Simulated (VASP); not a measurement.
# ZnS (F-43m) in VASP: a series of runs, part 3 of 3

VASP 6.6.1.

### 6 Band structure, PW91

Input file POSCAR:

```
ZnS
1.0
    0.0000000000      2.7020000000      2.7020000000
    2.7020000000      0.0000000000      2.7020000000
    2.7020000000      2.7020000000      0.0000000000
Zn S
1 1
Direct
    0.7500000000      0.7500000000      0.7500000000
    0.0000000000      0.0000000000      0.0000000000
```

Input file INCAR.step1:

```
ALGO     = Fast           # electronic algorithm
EDIFF    = 1E-7           # SCF threshold, eV
ENCUT    = 520            # plane-wave cutoff, eV
GGA      = 91             # functional
ISIF     = 2              # what is computed and relaxed
ISMEAR   = -1             # smearing method
LASPH    = True           # aspherical terms in the spheres
LCHARG   = True           # write CHGCAR
LREAL    = False          # projectors in reciprocal space
LWAVE    = False          # write WAVECAR
NBANDS   = 16             # bands
NELM     = 100            # most SCF steps
PREC     = Accurate       # precision mode
SIGMA    = 0.05           # smearing width, eV
```

Input file KPOINTS.step1:

```
k-points
0
Gamma
  9 9 9
```

Input file INCAR.step2:

```
ALGO     = Fast           # electronic algorithm
EDIFF    = 1E-7           # SCF threshold, eV
ENCUT    = 520            # plane-wave cutoff, eV
GGA      = 91             # functional
ICHARG   = 11             # starting density
ISIF     = 2              # what is computed and relaxed
ISMEAR   = 0              # smearing method
LASPH    = True           # aspherical terms in the spheres
LCHARG   = False          # write CHGCAR
LREAL    = False          # projectors in reciprocal space
LWAVE    = False          # write WAVECAR
NBANDS   = 16             # bands
NELM     = 100            # most SCF steps
PREC     = Accurate       # precision mode
SIGMA    = 0.05           # smearing width, eV
```

Input file KPOINTS.step2:

```
path GXWKGLUWLK,UX
10
line-mode
reciprocal
 0.0000000000  0.0000000000  0.0000000000  G
 0.5000000000  0.0000000000  0.5000000000  X

 0.5000000000  0.0000000000  0.5000000000  X
 0.5000000000  0.2500000000  0.7500000000  W

 0.5000000000  0.2500000000  0.7500000000  W
 0.3750000000  0.3750000000  0.7500000000  K

 0.3750000000  0.3750000000  0.7500000000  K
 0.0000000000  0.0000000000  0.0000000000  G

 0.0000000000  0.0000000000  0.0000000000  G
 0.5000000000  0.5000000000  0.5000000000  L

 0.5000000000  0.5000000000  0.5000000000  L
 0.6250000000  0.2500000000  0.6250000000  U

 0.6250000000  0.2500000000  0.6250000000  U
 0.5000000000  0.2500000000  0.7500000000  W

 0.5000000000  0.2500000000  0.7500000000  W
 0.5000000000  0.5000000000  0.5000000000  L

 0.5000000000  0.5000000000  0.5000000000  L
 0.3750000000  0.3750000000  0.7500000000  K

 0.6250000000  0.2500000000  0.6250000000  U
 0.5000000000  0.0000000000  0.5000000000  X
```

Potentials or basis: VASP PAW PBE potentials, release 64 (Zn, S).

Started as:

```sh
$ cat potpaw_PBE.64/Zn/POTCAR potpaw_PBE.64/S/POTCAR > POTCAR
$ cp INCAR.step1 INCAR
$ cp KPOINTS.step1 KPOINTS
$ mpirun -np 1 vasp_std > vasp.out
$ cp INCAR.step2 INCAR
$ cp KPOINTS.step2 KPOINTS
$ mpirun -np 1 vasp_std > vasp.out
```

It took 26 s on 1 thread of Intel Xeon 6975P-C (Granite Rapids), shared host; peak memory 0.18 GiB.

It converged, with:

| Property | Result |
| --- | --- |
| Band gap on the k mesh | 2.10 eV, direct |
| Band gap along the path | 2.10 eV, direct |

Levels at the corners of the path, in eV from the valence-band top:
| point | band 5 | band 6 | band 7 | band 8 | band 9 | band 10 | band 11 | band 12 | band 13 | band 14 |
| --- | --- | --- | --- | --- | --- | --- | --- | --- | --- | --- |
| Γ | -5.88 | -5.88 | 0.00 | 0.00 | 0.00 | 2.10 | 6.40 | 6.40 | 6.40 | 11.78 |
| X | -5.81 | -5.67 | -4.57 | -2.22 | -2.22 | 3.40 | 4.07 | 10.95 | 11.96 | 11.96 |
| X | -5.81 | -5.67 | -4.57 | -2.22 | -2.22 | 3.40 | 4.07 | 10.95 | 11.96 | 11.96 |
| W | -5.92 | -5.48 | -4.58 | -2.74 | -2.72 | 5.70 | 6.04 | 7.87 | 8.24 | 12.42 |
| W | -5.92 | -5.48 | -4.58 | -2.74 | -2.72 | 5.70 | 6.04 | 7.87 | 8.24 | 12.42 |
| K | -5.85 | -5.54 | -4.62 | -3.11 | -1.80 | 4.13 | 5.97 | 9.39 | 9.79 | 10.63 |
| K | -5.85 | -5.54 | -4.62 | -3.11 | -1.80 | 4.13 | 5.97 | 9.39 | 9.79 | 10.63 |
| Γ | -5.88 | -5.88 | 0.00 | 0.00 | 0.00 | 2.10 | 6.40 | 6.40 | 6.40 | 11.78 |
| Γ | -5.88 | -5.88 | 0.00 | 0.00 | 0.00 | 2.10 | 6.40 | 6.40 | 6.40 | 11.78 |
| L | -5.85 | -5.68 | -5.29 | -0.86 | -0.86 | 3.31 | 6.93 | 6.93 | 8.86 | 12.15 |
| L | -5.85 | -5.68 | -5.29 | -0.86 | -0.86 | 3.31 | 6.93 | 6.93 | 8.86 | 12.15 |
| U | -5.85 | -5.54 | -4.62 | -3.11 | -1.80 | 4.13 | 5.97 | 9.39 | 9.79 | 10.63 |
| U | -5.85 | -5.54 | -4.62 | -3.11 | -1.80 | 4.13 | 5.97 | 9.39 | 9.79 | 10.63 |
| W | -5.92 | -5.48 | -4.58 | -2.74 | -2.72 | 5.70 | 6.04 | 7.87 | 8.24 | 12.42 |
| W | -5.92 | -5.48 | -4.58 | -2.74 | -2.72 | 5.70 | 6.04 | 7.87 | 8.24 | 12.42 |
| L | -5.85 | -5.68 | -5.29 | -0.86 | -0.86 | 3.31 | 6.93 | 6.93 | 8.86 | 12.15 |
| L | -5.85 | -5.68 | -5.29 | -0.86 | -0.86 | 3.31 | 6.93 | 6.93 | 8.86 | 12.15 |
| K | -5.85 | -5.54 | -4.62 | -3.11 | -1.80 | 4.13 | 5.97 | 9.39 | 9.79 | 10.63 |
| U | -5.85 | -5.54 | -4.62 | -3.11 | -1.80 | 4.13 | 5.97 | 9.39 | 9.79 | 10.63 |
| X | -5.81 | -5.67 | -4.57 | -2.22 | -2.22 | 3.40 | 4.07 | 10.95 | 11.96 | 11.96 |

Caveat: the log is that of the step along the path at fixed density, whose energy, stress, charges and moments have no meaning; the PAW data sets were made with another functional, which shifts forces and pressure a little.

### 7 For comparison

An earlier run on the cell as given: functional PBEsol; potentials or basis VASP PAW PBE potentials, release 64 (Zn, S); cutoff 520 eV; k mesh 9 × 9 × 9; occupations fermi-dirac, width 0.05 eV; no spin polarisation.

- Pressure: -1.8 GPa
- Band gap on the k mesh: 1.98 eV, direct

### 8 The runs side by side

| task | level | k mesh | smearing | grid for exact exchange (PRECFOCK) | exchange at q = 0 | share of exact exchange | ladder | other keys | gap on the mesh (eV) | pressure (GPa) |
| --- | --- | --- | --- | --- | --- | --- | --- | --- | --- | --- |
| band structure | r2SCAN-EpsX+rVV10 | 5 × 5 × 5 | tetrahedron | Fast | default | 0.168 | - | ISMEAR = -5; SIGMA = 0.3 | 3.76 | -1.4 |
| band structure | TPSSh | 5 × 5 × 5 | fermi-dirac 0.05 eV | Fast | truncated | - | - | - | 3.04 | 0.8 |
| band structure | revPBE | 9 × 9 × 9 | fermi-dirac 0.05 eV | - | - | - | - | - | 2.24 | - |
| band structure | BLYP | 9 × 9 × 9 | fermi-dirac 0.05 eV | - | - | - | - | - | 2.13 | - |
| band structure | PW91 | 9 × 9 × 9 | fermi-dirac 0.05 eV | - | - | - | - | - | 2.10 | - |
| single point | PBEsol | 9 × 9 × 9 | fermi-dirac 0.05 eV | - | - | - | free | - | 1.98 | -1.8 |

Alike in all rows: potentials or basis VASP PAW PBE potentials, release 64 (Zn, S); no spin polarisation; cell as given; cutoff (eV) 520.

Caveats: the PAW data sets were made with another functional, which shifts forces and pressure a little; an unscreened hybrid on a path of extra k points without a Coulomb cutoff has errors near the mesh points, so the bands along the path aren't reliable (some runs).

Total energies depend on the potentials used, so only differences within one code and one set of settings carry meaning.

### 9 How close it comes

Step 3. Measured gap of ZnS: 3.85 eV (direct; 19 K; quoted in “Electronic, vibrational, and thermodynamic properties of ZnS (zincblende and rocksalt structure)”, 2009, arxiv:0911.5022). This calculation gives 3.04 eV (-0.81 eV). The value is that of TPSSh, without temperature or zero-point motion.

Step 4. A measured gap of ZnS is 3.85 eV (direct; 19 K; quoted in “Electronic, vibrational, and thermodynamic properties of ZnS (zincblende and rocksalt structure)”, 2009, arxiv:0911.5022); the calculated 2.24 eV misses it by -1.61 eV. The value is that of revPBE, without temperature or zero-point motion. Semilocal functionals fall short of measured gaps as a rule.

Step 5. Measured gap of ZnS: 3.85 eV (direct; 19 K; quoted in “Electronic, vibrational, and thermodynamic properties of ZnS (zincblende and rocksalt structure)”, 2009, arxiv:0911.5022). This calculation gives 2.13 eV (-1.72 eV). The value is that of BLYP, without temperature or zero-point motion. Semilocal functionals fall short of measured gaps as a rule.

Step 6. Measured gap of ZnS: 3.85 eV (direct; 19 K; quoted in “Electronic, vibrational, and thermodynamic properties of ZnS (zincblende and rocksalt structure)”, 2009, arxiv:0911.5022). This calculation gives 2.10 eV (-1.75 eV). The value is that of PW91, without temperature or zero-point motion. Semilocal functionals fall short of measured gaps as a rule.
